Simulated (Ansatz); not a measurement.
# ZrS2: the cost of one run

Computed with Ansatz 0.2.0 (DFT PBEsol+D3(BJ), scalar-relativistic, plane waves, PAW, unless a step's input says otherwise).

## Step 1: The starting structure

Symmetry: P-3m1, No. 164, trigonal system. The conventional cell has a = 3.578 Å, b = 3.578 Å, c = 5.541 Å, α = 90.00°, β = 90.00°, γ = 120.00°. Around Zr (site symmetry -3m) lie 6 S at 2.53 Å. S (site symmetry 3m) is surrounded by 3 Zr at 2.53 Å.

Structure file:

```xyz
3
Lattice="3.5782 0.0000 0.0000 -1.7891 3.0988 0.0000 0.0000 0.0000 5.5411" Properties=species:S:1:pos:R:3 pbc="T T T"
Zr    0.0000    0.0000    0.0000
S     1.7891    1.0329    4.0745
S     0.0000    2.0659    1.4666
```

It goes back to an entry of the Materials Project.

This cell was relaxed beforehand with the same method: volume 20.48 Å³/atom, gap on the mesh 0.29 eV.

## Step 2: The cell as listed, for comparison

input.yaml

```yaml
crystal:
  lattice:
    - [3.6913825498, 0.0, 0.0]
    - [-1.8456912749, 3.1968310632, 0.0]
    - [0.0, 0.0, 6.04107701]
  atoms:
    - { symbol: Zr, position: [0.0, 0.0, 0.0] }
    - { symbol: S, position: [0.66666667, 0.33333333, 0.76209003] }
    - { symbol: S, position: [0.33333333, 0.66666667, 0.23790997] }
basis:
  ecutwfc: 420
kpoints:
  mp_grid: { grid: [12, 12, 6] }
hamiltonian:
  xc: pbesol
  dispersion: d3bj
scf:
  occupations: { method: gaussian, width: 0.01 }
output:
  forces: true
  stress: true
  eigenvalues: true
  populations: true
```

Launch:

```bash
ansatz run input.yaml --threads 1 --pin off --max-ram 2560MiB --backend cpu --events-out ev --progress --plain --runs-dir out
```

What time and memory should one allow on 1 thread of Intel Xeon Platinum 8488C (Sapphire Rapids), shared host?

About 5 s, with a peak of 0.46 GiB.
